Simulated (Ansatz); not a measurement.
BN: a jump of H

Theory: DFT PBE, scalar-relativistic, plane waves, PAW (Ansatz 0.2.0). Run with 420 eV cutoff, 2×2×2 k-mesh, Gaussian smearing of 0.02 eV, collinear spin.

Host crystal, relaxed:

```
B N
1.0
     2.51218    0.00000    0.00000
    -1.25609    2.17561    0.00000
     0.00000    0.00000    8.34316
B N
2 2
Direct
  0.33333 0.66667 0.25000
  0.66667 0.33333 0.75000
  0.33333 0.66667 0.75000
  0.66667 0.33333 0.25000
```

In a supercell of 28 host sites, interstitial H hops to an equivalent place, moving 2.41 Å between the relaxed ends. Climbing-image nudged elastic band at fixed cell with images 0 (start) to 6 (end), the path measured over all atoms, converged to 0.05 eV/Å; the order of the saddle wasn't checked, and the small cell leaves errors of about a tenth of an eV. Zero-point motion and tunnelling, which matter for H, are left out.

Supercell rows in host cell vectors: 2 -1 0; -3 -2 0; 0 0 -1. H was set at (0.000, 0.000, 0.000) of the host cell.

At the relaxed start H has 2 B at 2.73 Å, 1 N at 2.73 Å, 1 N at 2.74 Å, 1 B at 2.75 Å, 1 N at 2.76 Å, 1 B at 2.76 Å, 1 N at 2.77 Å, 2 B at 2.78 Å, 1 N at 2.78 Å, 1 N at 2.79 Å.

**Question.** What barrier does the band give, and what surrounds the atom at the top?

**Answer.** 0.01 eV at image 4, where H has 1 B at 2.44 Å, 1 B at 2.46 Å, 1 N at 2.55 Å, 1 N at 2.57 Å, 1 N at 2.77 Å, 1 N at 2.78 Å, 1 B at 2.91 Å, 1 B at 2.93 Å.

Cost: 1 run of about 16 core-minutes, on Arm Neoverse V2 (shared hosts).